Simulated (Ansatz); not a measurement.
We consider spinel MgAl2O4, described by PBE-D4 (Ansatz, a first-principles code, PAW).

Run with plane-wave cutoff 500 eV, 8×8×8 k mesh, gaussian smearing 0.02 eV, scalar-relativistic PAW data made under PBE.

Cell (relaxed at this level):

```yaml
crystal:
  lattice:
    - [0.00000, 4.05601, 4.05601]
    - [4.05601, 0.00000, 4.05601]
    - [4.05601, 4.05601, 0.00000]
  atoms:
    - { symbol: Mg, position: [0.00000, 0.00000, 0.00000] }
    - { symbol: Mg, position: [0.25000, 0.25000, 0.25000] }
    - { symbol: Al, position: [0.62500, 0.12500, 0.62500] }
    - { symbol: Al, position: [0.12500, 0.62500, 0.62500] }
    - { symbol: Al, position: [0.62500, 0.62500, 0.12500] }
    - { symbol: Al, position: [0.62500, 0.62500, 0.62500] }
    - { symbol: O, position: [0.38829, 0.83514, 0.38829] }
    - { symbol: O, position: [0.41486, 0.86171, 0.86171] }
    - { symbol: O, position: [0.38829, 0.38829, 0.83514] }
    - { symbol: O, position: [0.86171, 0.41486, 0.86171] }
    - { symbol: O, position: [0.38829, 0.38829, 0.38829] }
    - { symbol: O, position: [0.86171, 0.86171, 0.86171] }
    - { symbol: O, position: [0.83514, 0.38829, 0.38829] }
    - { symbol: O, position: [0.86171, 0.86171, 0.41486] }
```

### Question
Give the computed band gap.

### Answer

* **band gap**: 5.32 eV (on the SCF k mesh)

Measured, for comparison: band gap 7.8 eV (temperature not stated, not corrected to a static lattice; as tabulated in Neo et al. (2023), doi:10.1002/gch2.202200236). Computed (rounded) less measured: band gap -2.48 eV.

The computed numbers hold no vibrational or temperature effects.

It cost very roughly 80 core-seconds of CPU time.
